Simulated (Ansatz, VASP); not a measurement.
**Na2HF in VASP and in Ansatz**

```
Na H F
1.0
     3.29343    0.00000    0.00000
    -1.64671    2.85219    0.00000
     0.00000    0.00000    5.78083
Na H F
2 1 1
Direct
  0.66667 0.33333 0.25380
  0.66667 0.33333 0.74620
  0.00000 0.00000 0.00000
  0.33333 0.66667 0.50000
```

Alike in both runs: functional PBE; k mesh 9 × 9 × 4; occupations gaussian, width 0.02 eV; no spin polarisation.

Ansatz relaxed the structure, and its values are those at the end. VASP's run is a single point on that final structure, the one shown.

|  | VASP | Ansatz |
| --- | --- | --- |
| version | VASP 6.6.1 | Ansatz 0.2.0 |
| potentials or method | VASP PAW PBE potentials, release 64 (Na_pv, H, F) | scalar-relativistic, plane waves, PAW |
| plane-wave cutoff (eV) | 520 | 420 |
| valence electrons in the cell | 22 | 26 |

|  | VASP | Ansatz | Ansatz less VASP |
| --- | --- | --- | --- |
| gap on the k mesh at the Fermi level (eV) | 3.19 | 3.20 | +0.004 |
| least direct gap on the mesh (eV) | 5.12 | 5.12 | 0.000 |
| pressure (GPa) | -0.1 | 0.0 | +0.11 |

The two sets of potentials don't hold the same shells in valence.

Caveats: an odd mesh through Γ misses points on the zone boundary, where band edges often lie. As with any semilocal functional, this PBE gap is likely too small.
